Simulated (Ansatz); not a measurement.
System: cubic perovskite LaAlO3 (cubic high-temperature phase). Method: r²SCAN+SOC in Ansatz (plane waves, PAW).

Run with plane-wave cutoff 560 eV, 10×10×10 k mesh, Fermi–Dirac smearing 0.01 eV, PAW data made under PBE.

Cell (relaxed at this level):

```yaml
crystal:
  lattice:
    - [3.78687, 0.00000, 0.00000]
    - [0.00000, 3.78687, 0.00000]
    - [0.00000, 0.00000, 3.78687]
  atoms:
    - { symbol: La, position: [0.00000, 0.00000, 0.00000] }
    - { symbol: Al, position: [0.50000, 0.50000, 0.50000] }
    - { symbol: O, position: [0.50000, 0.00000, 0.50000] }
    - { symbol: O, position: [0.00000, 0.50000, 0.50000] }
    - { symbol: O, position: [0.50000, 0.50000, 0.00000] }
```

Question: Give the computed bulk modulus, band gap, smallest direct gap on the k points sampled and pressure derivative B′ of the bulk modulus.

Answer: 
- bulk modulus: 212 GPa
- band gap: 4.01 eV (indirect)
- smallest direct gap on the k points sampled: 4.09 eV
- pressure derivative B′ of the bulk modulus: 4.2

Measured, for comparison: bulk modulus 215 ± 4 GPa (room temperature, not corrected to a static lattice, cubic phase above 14 GPa, extrapolated to zero pressure; as tabulated in Guennou et al. (2011), arXiv:1105.1276). Computed (rounded) less measured: bulk modulus -1 % (inside the measured uncertainty).

Note: the relaxation could not lower the start's symmetry, so the cell can be a saddle point above a distorted one.

It cost about 15 core-minutes (a rough figure) of CPU time.

Ansatz is a first-principles code.
